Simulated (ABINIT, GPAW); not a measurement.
SiC: band gap by level of theory

Space group P6_3mc (No. 186). a = 3.076 Å, b = 3.076 Å, c = 10.071 Å, α = 90.00°, β = 90.00°, γ = 120.00°
```json
{"atom": "Si", "site": "2a", "symmetry": "3m.", "x": "0.0000", "y": "0.0000", "z": "0.1879"}
{"atom": "Si", "site": "2b", "symmetry": "3m.", "x": "0.3333", "y": "0.6667", "z": "0.4378"}
{"atom": "C", "site": "2a", "symmetry": "3m.", "x": "0.0000", "y": "0.0000", "z": "0.0005"}
{"atom": "C", "site": "2b", "symmetry": "3m.", "x": "0.3333", "y": "0.6667", "z": "0.2498"}
```

The cell is a database's computed one, not the measured one.

```csv
rung,level,program and potentials,cutoff (eV),k mesh,task,core time,chip,band gap (eV),notes
GGA,PBE,"ABINIT, JTH PAW PBE v2.0",544,6 × 6 × 2,single point,20 s,AMD EPYC 9R45 Zen 5,(a),-
model potential,TB-mBJ,"GPAW, GPAW PAW data sets for LDA (gpaw-data 1.2.1)",800,6 × 6 × 2,single point,2.2 min,Intel Xeon Platinum 8488C Sapphire Rapids,3.14,coarse mesh; potentials made for LDA
non-local van der Waals functional,vdW-DF2,"GPAW, GPAW PAW data sets (gpaw-data 1.2.1)",800,6 × 6 × 2,band structure,2.4 min,Intel Xeon 6975P-C Granite Rapids,2.73,coarse mesh; potentials made for PBE
GGA,OLYP,"GPAW, PAW data sets generated for this functional",800,6 × 6 × 2,band structure,2.8 min,Intel Xeon Platinum 8488C Sapphire Rapids,2.28,coarse mesh
non-local van der Waals functional,vdW-DF,"GPAW, GPAW PAW data sets (gpaw-data 1.2.1)",800,6 × 6 × 2,band structure,3.3 min,Arm Neoverse V2,2.49,coarse mesh; potentials made for PBE
GGA,PBE,"GPAW, SG15 ONCV 1.2",1100,6 × 6 × 2,band structure,3.5 min,Intel Xeon 6975P-C Granite Rapids,2.25,coarse mesh
non-local van der Waals functional,BEEF-vdW,"GPAW, GPAW PAW data sets (gpaw-data 1.2.1)",800,6 × 6 × 2,band structure,4.3 min,Arm Neoverse V1,2.41,coarse mesh; potentials made for PBE
LDA,LDA,"GPAW, PAW data sets generated for this functional",800,6 × 6 × 2,band structure,4.7 min,Intel Xeon Platinum 8259CL Skylake/Cascade Lake,2.17,coarse mesh
GGA,SOGGA,"GPAW, PAW data sets generated for this functional",800,6 × 6 × 2,band structure,4.8 min,Intel Xeon Platinum 8488C Sapphire Rapids,2.11,coarse mesh
meta-GGA,M06-L,"GPAW, GPAW PAW data sets (gpaw-data 1.2.1)",800,6 × 6 × 2,band structure,6.7 min,AMD EPYC 9R45 Zen 5,2.33,coarse mesh; potentials made for PBE
GGA,PBE,"GPAW, GPAW PAW data sets (gpaw-data 1.2.1)",800,6 × 6 × 2,band structure,6.8 min,Arm Neoverse N1,2.22,coarse mesh
GGA,AM05,"GPAW, PAW data sets generated for this functional",800,6 × 6 × 2,band structure,6.9 min,Arm Neoverse N1,2.12,coarse mesh
meta-GGA,r4SCAN,"GPAW, GPAW PAW data sets (gpaw-data 1.2.1)",800,6 × 6 × 2,band structure,8.9 min,Intel Xeon Platinum 8488C Sapphire Rapids,2.59,coarse mesh; potentials made for PBE
```

Times are single runs on shared hosts and different chips, so they are rough; meshes, cutoffs and the tasks' sizes weigh on the time. All rows: no spin polarisation. Gaps are the least found on the k mesh or the band path, and a mesh can miss the band edges. All levels ran on this one cell, unrelaxed unless noted. Meshes are those of the run's cell of 8 atoms unless a note names another. Runs on faulty files, with rough fits or with known faults for this quantity aren't shown. No row holds spin-orbit coupling.

Task: Estimate the value left out from the other rows.

Result: (a) 2.23 eV.
